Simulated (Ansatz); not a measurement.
# Calculated core-electron binding energies for CdS

Cell: a COD entry, its atoms then relaxed with PBE in this cell, repeated to a supercell; a hole's nearest image is 6.7 Å away.

Space group P6_3mc (No. 186); a = 4.1500, c = 6.7370 Å, γ = 120.00°.

| site | Wyckoff | site symmetry | x | y | z |
| --- | --- | --- | --- | --- | --- |
| Cd1 | 2b | 3m. | 0.3333 | 0.6667 | 0.0010 |
| S7 | 2b | 3m. | 0.3333 | 0.6667 | 0.6240 |

One atom of each set is listed; the run and its k-mesh use a cell of 12 atoms with edges of 7.19, 7.19, 6.74 Å.

All values are calculated (Ansatz; DFT, PBE, plane waves and PAW, scalar-relativistic, 420 eV cutoff, Γ-centred 3×3×3 k-points, fixed occupations), not measured.

Each value is a total-energy difference between the cell with one core hole and the ground state (ΔSCF), counted from the top of the valence band. The cell with the hole is spin-polarised, as the shell with the hole is left with one unpaired spin. The periodic images are corrected with the calculated ε∞ = 5.95, 5.95, 6.00.

Problem. Give the Cd 3d, S 2p lines of each distinct site.

Solution. 

```csv
line,atom,first shell,E_B (eV),j = l + ½ / j = l − ½ (eV)
Cd 3d,1,4 S at 2.54 Å,403.6,400.9 / 407.7
S 2p,7,4 Cd at 2.54 Å,160.7,160.3 / 161.5
```

For p, d and f shells E_B is the weighted mean of the two lines, whose splitting comes from the free atom's Dirac orbitals.

The program doubts some values: the cell is too small to check the potential alignment. Absolute PBE values can be off by an eV or more, and the 3d and 4f lines of heavy atoms by several eV. Multiplets, satellites and widths aren't calculated.
